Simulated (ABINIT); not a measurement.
HfB2, 3 atoms in the cell. It takes space group P6/mmm (No. 191, hexagonal). The conventional cell has a = 3.140 Å, b = 3.140 Å, c = 3.480 Å, α = 90.00°, β = 90.00°, γ = 120.00°. Hf (site symmetry 6/mmm) has 12 B at 2.51 Å as nearest neighbours. Around B (site symmetry -6m2) lie 3 B at 1.81 Å. 

| Property | Result |
| --- | --- |
| Program | ABINIT 10.8.3 (patched build) |
| Task | band structure |
| Functional | PBE |
| Potentials or basis | PseudoDojo NC SR PBE v0.4.1 standard |
| Cutoff | 1034 eV |
| k mesh | 10 × 10 × 8 |
| Occupations | fermi-dirac, width 0.05 eV |
| Spin | no spin polarisation |

Potentials or basis: PseudoDojo NC SR PBE v0.4.1 standard.

Run with:

```console
$ abinit run.abi > log 2>&1
```

Hardware: 1 thread of Intel(R) Xeon(R) Processor @ 2.70GHz, on a shared host.

Task: Estimate the wall time of this run.

Result: Wall time 2.4 min on 1 thread of Intel(R) Xeon(R) Processor @ 2.70GHz (shared host), peak memory 0.11 GiB. Counts: scf iterations 8, mpi ranks 1, k points 70, bands 13, plane waves 2262.
